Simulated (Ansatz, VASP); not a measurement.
# Two plane-wave programs on MnO2

The input run.py:

```python
from ase.calculators.vasp import Vasp
from ase.dft.dos import DOS
from ase.spacegroup import crystal

atoms = crystal(
    ['Mn', 'O', 'O'],
    basis=[[0.5, 0.5, 0.3433015], [0.5, 0.0, 0.8375675], [0.5, 0.0, 0.4217995]],
    spacegroup=59,
    setting=1,
    cellpar=[2.904158, 3.84481, 6.164264, 90.0, 90.0, 90.0],
    primitive_cell=True,
)
atoms.set_initial_magnetic_moments([4.0, 4.0, 0.0, 0.0, 0.0, 0.0])
calc = Vasp(
    directory='calc',
    xc='lda',
    pp='LDA',
    setups='recommended',
    prec='Accurate',
    encut=520,
    ediff=1e-06,
    ismear=0,
    sigma=0.05,
    lreal=False,
    lasph=True,
    nelm=100,
    algo='Normal',
    isif=2,
    lwave=False,
    lcharg=False,
    ispin=2,
    lorbit=10,
    lmaxmix=4,
    ldautype=2,
    ldauprint=1,
    ldau_luj={'Mn': {'L': 2, 'U': 5, 'J': 0}},
    kpts=[9, 7, 5],
    gamma=True,
    nbands=38,
)
atoms.calc = calc

print('energy (eV):', atoms.get_potential_energy())
print('free energy (eV):', atoms.get_potential_energy(force_consistent=True))
print('forces (eV/A):')
print(atoms.get_forces())
print('stress (eV/A^3, Voigt):', atoms.get_stress())
print('Fermi level (eV):', calc.get_fermi_level())
print('moment (muB):', atoms.get_magnetic_moment())
print('site moments (muB):', atoms.get_magnetic_moments())
dos = DOS(calc, width=0.2, window=(-10, 10), npts=201)
print('E - E_F (eV), DOS (1/eV)')
for e, g in zip(dos.get_energies(), dos.get_dos()):
    print(f'{e:8.3f} {g:10.4f}')
```

The input input.yaml:

```yaml
crystal:
  lattice:
    - [2.904158, 0.0, 0.0]
    - [0.0, 3.84481, 0.0]
    - [0.0, 0.0, 6.164264]
  atoms:
    - { symbol: Mn, position: [0.5, 0.5, 0.3433015], spin: 4.0 }
    - { symbol: Mn, position: [0.0, 0.0, 0.6566985], spin: 4.0 }
    - { symbol: O, position: [0.5, 0.0, 0.8375675] }
    - { symbol: O, position: [0.0, 0.5, 0.1624325] }
    - { symbol: O, position: [0.5, 0.0, 0.4217995] }
    - { symbol: O, position: [0.0, 0.5, 0.5782005] }
hamiltonian:
  xc: lda
  pseudopotentials: { kind: paw }
  hubbard: { sites: [{ species: Mn, l: d, u_eff: 5.0 }] }
magnetization:
  spin_polarized: true
kpoints:
  mp_grid: { grid: [9, 7, 5] }
scf:
  occupations: { method: gaussian, width: 0.05 }
  n_extra_bands: 15
output:
  forces: true
  stress: true
  eigenvalues: true
  dos: { projected: false, de: 0.05, nscf_kmesh: { grid: [14, 11, 8] } }
```

Measurements of this composition are mostly on another form, of space group No. 136.

Alike in both runs: task density of states; functional LDA; k mesh 9 × 7 × 5; occupations gaussian, width 0.05 eV; collinear spin, ferromagnetic start; Hubbard terms Mn d U = 5 eV.

```csv
,VASP,Ansatz
version,VASP 6.6.1,Ansatz 0.2.0
potentials or method,"VASP PAW LDA potentials, release 64 (Mn_pv, O)",Ansatz PAW
plane-wave cutoff (eV),520,420
valence electrons in the cell,50,54
```

|  | VASP | Ansatz | Ansatz less VASP |
| --- | --- | --- | --- |
| gap on the k mesh at the Fermi level (eV) | none | none | - |
| pressure (GPa) | -9.9 | -8.6 | +1.35 |
| largest component of the traceless stress (GPa) | 1.67 | 2.02 | +0.352 |
| rms of the force components (eV/Å) | 0.231 | 0.228 | -0.0029 |
| net moment per atom (μB) | 1.00 | 1.00 | 0.000 |
| size of the moment on the site where the two differ most (μB) | 3.34 | 2.94 | -0.404 |

Site moments also hang on the region over which each program counts them. The programs project onto different local orbitals, so the same U acts differently. Atom by atom the forces differ by 0.028 eV/Å (rms over components). A gap of «none» marks a metal or a gap that the smearing closes. The two sets of potentials don't hold the same shells in valence.

Caveats: only a ferromagnetic start was run, and an antiferromagnetic order may lie lower in energy; the magnetic or orbital state may not be the lowest (Ansatz); the pressure holds a Pulay correction of +1.0 GPa for the finite cutoff (Ansatz); the PAW data sets come from PBE, with cores solved anew for the run's functional, which leaves a small shift of forces and pressure (Ansatz); the density of states is complete only up to the lowest level of the last band computed (Ansatz). The state reached can hang on the start; a lower one may exist.
